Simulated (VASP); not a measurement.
**Re: relaxation of cell and atoms with PBEsol**

Crystal: Re.

```xyz
1
Lattice="0.0000 1.9391 1.9391 1.9391 0.0000 1.9391 1.9391 1.9391 0.0000" Properties=species:S:1:pos:R:3 pbc="T T T"
Re    0.0000    0.0000    0.0000
```

This isn't the form of Re at room conditions, which is hcp.

```
Program                : VASP 6.6.1
Task                   : relaxation of cell and atoms
Functional             : PBEsol
Potentials or basis    : VASP PAW PBE potentials, release 64 (Re)
Cutoff                 : 600 eV
k mesh                 : 18 × 18 × 18
Occupations            : gaussian, width 0.1 eV
Spin                   : no spin polarisation
Dipole correction      : no
Further INCAR settings : ALGO = Normal; EDIFF = 1e-06; IBRION = 2; EDIFFG = -0.005; NSW = 100; ISIF = 3
```

| Item | Value |
| --- | --- |
| Relaxed volume | 14.61 Å³/atom |
| Relaxed cell | a = 2.744 Å, b = 2.744 Å, c = 2.744 Å, α = 60.00°, β = 60.00°, γ = 60.00° |
| Space group after relaxing (to 0.05 Å) | Fm-3m (No. 225) |
| Energy gained by relaxing | 0.1 meV/atom |
| Ionic steps | 3 |
| Pressure after relaxing | 0.0 GPa |
| Band gap on the k mesh | none (metal or under the smearing width) |

Final structure:
```xyz
1
Lattice="0.0000 1.9403 1.9403 1.9403 0.0000 1.9403 1.9403 1.9403 0.0000" Properties=species:S:1:pos:R:3 pbc="T T T"
Re    0.0000    0.0000    0.0000
```

Levels at points of the mesh, in eV from the Fermi level:
```csv
k point,band 1,band 2,band 3,band 4,band 5,band 6,band 7
"(0.00, 0.00, 0.00)",-10.20,-1.93,-1.93,-1.93,1.29,1.29,13.97
"(0.50, 0.00, 0.00)",-6.94,-2.15,-2.15,0.24,3.89,3.89,10.07
"(0.50, 0.50, 0.00)",-6.91,-6.02,2.85,3.83,4.65,4.65,12.35
```

Run time: 34 s on 1 thread of Intel(R) Xeon(R) Platinum 8259CL CPU @ 2.50GHz (Skylake/Cascade Lake) (shared host), peak memory 0.16 GiB.

Caveat: the PAW data sets were made with another functional, which shifts forces and pressure a little. The run has no spin-orbit coupling, so splittings on Re are missing.
